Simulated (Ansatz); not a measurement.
**GaP (F-43m): zero-pressure volume and bulk modulus with PBE + D3(BJ)**

An exercise on one series of results from a longer session: the logs are not shown, and one member is left open.

Program: Ansatz 0.2.0. Level of theory: DFT PBE + D3(BJ), scalar-relativistic, plane waves, PAW. These are calculated values, not measurements.

### The system as given

It takes space group F-43m (No. 216, cubic). The conventional cell has a = 5.451 Å, b = 5.451 Å, c = 5.451 Å, α = 90.00°, β = 90.00°, γ = 90.00°. Ga (site symmetry -43m) has 4 P at 2.36 Å in its first shell of neighbours. Around P (site symmetry -43m) lie 4 Ga at 2.36 Å.

Structure file:

```cif
data_structure
_symmetry_space_group_name_H-M 'F-43m'
_symmetry_Int_Tables_number 216
_cell_length_a 5.4505
_cell_length_b 5.4505
_cell_length_c 5.4505
_cell_angle_alpha 90.000
_cell_angle_beta 90.000
_cell_angle_gamma 90.000
_cell_volume 161.92
loop_
_atom_site_label
_atom_site_type_symbol
_atom_site_symmetry_multiplicity
_atom_site_Wyckoff_symbol
_atom_site_fract_x
_atom_site_fract_y
_atom_site_fract_z
_atom_site_occupancy
Ga1 Ga 4 a 0.00000 0.00000 0.00000 1
P1 P 4 c 0.25000 0.25000 0.25000 1
```

At PBE, an earlier run found 2.51 GPa for this cell of 20.240 Å³/atom (8×8×8 mesh), mesh gap 1.64 eV.

The first run:

Contents of input.yaml:

```yaml
crystal:
  lattice:
    - [0.0, 2.7252500963, 2.7252500963]
    - [2.7252500963, 0.0, 2.7252500963]
    - [2.7252500963, 2.7252500963, 0.0]
  atoms:
    - { symbol: Ga, position: [0.0, 0.0, 0.0] }
    - { symbol: P, position: [0.75, 0.75, 0.75] }
basis:
  ecutwfc: 420
  ecutrho_ratio: 4
kpoints:
  mp_grid: { grid: [8, 8, 8] }
hamiltonian:
  xc: pbe
  dispersion: d3bj
scf:
  occupations: { method: gaussian, width: 0.05 }
output:
  forces: true
  stress: true
  eigenvalues: true
```

Command:

```
ansatz run input.yaml --threads 4 --pin off --max-ram 8192MiB --backend cpu --events-out ev --progress --plain --runs-dir out
```

Steps of the session up to this table: At the given cell; Stepping to 20.159 Å³/atom; Volume × 0.98 of the new zero; Volume × 1.02 of the new zero; Volume × 0.96 of the new zero; Volume × 1.04 of the new zero.

One table of the session follows, with a row left open; its other results are not shown here.

It belongs to the step «Energy and pressure against volume». 

```
volume (Å³/atom)  energy (meV/atom)  pressure (GPa)
          19.353               9.76            3.90
          19.756               2.51            1.91
          20.159               0.00            0.12
          20.563                  ?               ?
          20.966               7.30           -2.91
```

**Question.** Estimate the row for volume (Å³/atom) = 20.563.

Worked estimate for «energy (meV/atom)». A straight line through the neighbours (20.159, 0.00) and (20.966, 7.30) gives 0.00 + (7.30 − 0.00) × (20.563 − 20.159) / (20.966 − 20.159) = 3.65; a parabola fitted to 3 rows on both sides gives 1.60.

**Answer.** energy (meV/atom): 1.74; pressure (GPa): -1.48. In «energy (meV/atom)» the line misses by +1.91 and the parabola by -0.14.
